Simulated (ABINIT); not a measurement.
The system is Sr.

```
Sr
1.0
     0.00000    3.04235    3.04235
     3.04235    0.00000    3.04235
     3.04235    3.04235    0.00000
Sr
1
Cartesian
  0.0000 0.0000 0.0000
```

| Item | Value |
| --- | --- |
| Program | ABINIT 10.8.3 (patched build) |
| Task | single point |
| Functional | PBEsol |
| Potentials or basis | PseudoDojo NC SR PBEsol v0.4.1 standard |
| Cutoff | 925 eV |
| k mesh | 8 × 8 × 8 |
| Occupations | fermi-dirac, width 0.05 eV |
| Spin | no spin polarisation |

On this cell: pressure -0.9 GPa; band gap on the k mesh none (metal or under the smearing width).

The same run follows on a disturbed copy (cell strained at random at fixed volume):

```
CELL_PARAMETERS angstrom
0.06610 3.01958 2.96526
3.13463 0.00753 3.02383
3.12896 3.07248 0.01320
ATOMIC_POSITIONS crystal
Sr 0.99000 0.99567 0.01497
```

What does the disturbed cell give?

The energy (extrapolated to zero smearing) moves by +3.3 meV/atom; pressure -0.9 GPa; band gap on the k mesh none (metal or under the smearing width).

Stress tensor (GPa, compression positive):
```
-1.01 -0.22 -0.28
-0.22 -0.87  0.19
-0.28  0.19 -0.79
```
